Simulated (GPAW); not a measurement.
Runs of GPAW 26.7.0 on Hf. The structure is cubic, space group Fm-3m (No. 225). Conventional cell: a = 4.440 Å, b = 4.440 Å, c = 4.440 Å, α = 90.00°, β = 90.00°, γ = 90.00°. Hf (site symmetry m-3m) is surrounded by 12 Hf at 3.14 Å. This isn't the form of Hf at room conditions, which is hcp.

| task | level | potentials or basis | spin | U | cell | smearing | smearing order | optimizer | fmax | max steps | convergence | gap on the mesh (eV) | pressure (GPa) | relaxed volume (Å³/atom) |
| --- | --- | --- | --- | --- | --- | --- | --- | --- | --- | --- | --- | --- | --- | --- |
| single point | PBEsol+U | PAW data sets generated in the run's folder for this functional, pw | off | Hf d U = 4.5 eV | cell strained at random at fixed volume | methfessel-paxton 0.2 eV | 1 | - | - | - | - | none | (b) | - |
| relaxation of cell and atoms | PBEsol | PAW data sets generated in the run's folder for this functional, pw | off | - | relaxed | fermi-dirac 0.05 eV | - | BFGS | 0.02 eV/Å | 60 | density=1e-05 forces=0.0001 | none | 0.0 | 21.64 |
| single point | PBEsol | PAW data sets generated in the run's folder for this functional, pw | off | - | as given | gaussian 0.02 eV | - | - | - | - | - | none | -1.4 | - |
| density of states | r2SCAN+U | GPAW PAW data sets (gpaw-data 1.2.1), pw | off | Hf d U = 1 eV | as given | fermi-dirac 0.05 eV | - | - | - | - | - | none | 7.6 | - |
| band structure | LDA | the program's PAW data sets (release 1.2.1) made for this functional, pw | off | - | as given | fermi-dirac 0.05 eV | - | - | - | - | - | - | -5.4 | - |
| electron localisation function | SCAN+U | GPAW PAW data sets (gpaw-data 1.2.1), pw | collinear, ferromagnetic start | Hf d U = 8 eV | as given | fermi-dirac 0.05 eV | - | - | - | - | - | none | 34.8 | - |
| relaxation of cell and atoms | PBEsol+D3(BJ) | PAW data sets generated in the run's folder for this functional, pw | off | - | relaxed | fermi-dirac 0.05 eV | - | BFGS | 0.02 eV/Å | 60 | density=1e-05 forces=0.0001 | none | 0.1 | (a) |
| single point | PBEsol | PAW data sets generated in the run's folder for this functional, pw | off | - | as given | fermi-dirac 0.05 eV | - | - | - | - | - | none | -1.2 | - |

Alike in all rows: k mesh 10 × 10 × 10; cutoff (eV) 600.

Q: Fill in the values left out.

A: (a) 20.88; (b) 18.4.

Caveats: the U is typed as a test and isn't derived for this compound (some runs); U without spin polarisation on a metal has little footing (some runs); later steps reuse the first step's grids (some runs); the PAW data sets were made with another functional, which shifts forces and pressure a little (some runs); this smearing can pin the Fermi level at a band edge (some runs); a pressure of tens of GPa on the cell as given is suspect, and the run, the potentials or the cell itself is likely at fault (some runs); pairwise dispersion overbinds metals, which lowers pressure and volume (some runs).

A k mesh can miss the band edges, and the runs leave out spin-orbit coupling on Hf.

A gap of «none» marks a metal or a gap under the smearing width.

Not every run made on this cell is shown here.
